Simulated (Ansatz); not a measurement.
Cu3Au (Auricupride):

```
CELL_PARAMETERS angstrom
3.74000 0.00000 0.00000
0.00000 3.74000 0.00000
0.00000 0.00000 3.74000
ATOMIC_POSITIONS crystal
Au 0.00000 0.00000 0.00000
Cu 0.50000 0.50000 0.00000
Cu 0.50000 0.00000 0.50000
Cu 0.00000 0.50000 0.50000
```

```yaml
Program: Ansatz 0.2.0
Task: relaxation of cell and atoms
Functional: PBE
Potentials_or_basis: Ansatz PAW
Cutoff: "420 eV (not typed: the program's choice for these potentials)"
k_mesh: 7 × 7 × 7
Occupations: fermi-dirac, width 0.05 eV
Spin: no spin polarisation
```

At the start: volume 13.08 Å³/atom.

Q: How do energy, volume and symmetry change on relaxing?

A: It ends after 4 steps and the volume is 13.50 Å³/atom (+3.2 %); space group Pm-3m (No. 221, to 0.05 Å).

The path:
```
step  energy change (eV)  largest force (eV/Å)  volume (Å³)
   1              0.0000                0.0000        52.31
   2             -0.0240                0.0000        53.75
   3             -0.0245                0.0000        54.01
   4             -0.0254                0.0000        54.01
```

Final structure:
```cif
data_structure
_symmetry_space_group_name_H-M 'P 1'
_symmetry_Int_Tables_number 1
_cell_length_a 3.7800
_cell_length_b 3.7800
_cell_length_c 3.7800
_cell_angle_alpha 90.000
_cell_angle_beta 90.000
_cell_angle_gamma 90.000
_cell_volume 54.01
loop_
_atom_site_label
_atom_site_type_symbol
_atom_site_fract_x
_atom_site_fract_y
_atom_site_fract_z
_atom_site_occupancy
Au1 Au 0.00000 0.00000 0.00000 1
Cu1 Cu 0.50000 0.50000 0.00000 1
Cu2 Cu 0.50000 0.00000 0.50000 1
Cu3 Cu 0.00000 0.50000 0.50000 1
```

Caveat: the plane-wave basis is chosen anew once the cell has moved, so the energies of steps on either side of that aren't comparable.
